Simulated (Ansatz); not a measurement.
Write the native input for Ansatz 0.2.0 that does the following.

| Quantity | Value |
| --- | --- |
| Task | density of states |
| Functional | PBEsol |
| Potentials or basis | all-electron LAPW, scalar-relativistic |
| Cutoff | 171 eV (chosen from the basis error) |
| Basis error allowed | 0.001 eV/atom |
| k mesh | 8 × 8 × 8 |
| Occupations | fermi-dirac, width 0.05 eV |
| Spin | collinear spin, ferromagnetic start |
| Starting moments | [1.0] μB |

Crystal: Yb.

```
Yb
1.0
     0.00000    2.74310    2.74310
     2.74310    0.00000    2.74310
     2.74310    2.74310    0.00000
Yb
1
Direct
  0.00000 0.00000 0.00000
```

One way to write it, as run:

input.yaml

```yaml
crystal:
  lattice:
    - [0.0, 2.7431, 2.7431]
    - [2.7431, 0.0, 2.7431]
    - [2.7431, 2.7431, 0.0]
  atoms:
    - { symbol: Yb, position: [0.0, 0.0, 0.0], spin: 1.0 }
kpoints:
  mp_grid: { grid: [8, 8, 8] }
scf:
  occupations: { method: fermi_dirac, width: 0.05 }
hamiltonian:
  xc: pbesol
  pseudopotentials: { kind: all_electron, lapw: { basis_error: 0.001 } }
magnetization:
  spin_polarized: true
output:
  forces: true
  stress: true
  eigenvalues: true
  dos: { projected: false, de: 0.1, e_range: [-10, 10] }
```

Potentials or basis: all-electron LAPW, scalar-relativistic.

Command:

```bash
$ ansatz run input.yaml --threads 2 --pin off --max-ram 6144MiB --backend cpu --events-out ev --progress --plain --runs-dir out
```

Results of the run:

```json
{
  "Pressure": "-3.3 GPa",
  "Band gap on the k mesh": "none (metal or under the smearing width)",
  "Net moment": "0.00 μB per cell",
  "Absolute moment": "0.00 μB per cell"
}
```

Caveat: an open f shell can end in a state above the lowest; spin-orbit coupling is left out, which moves the levels of the heavy elements; the starting moments weren't kept.

Wall time 8.9 s on 2 threads of Arm Neoverse V2 (shared host), peak memory 0.32 GiB.
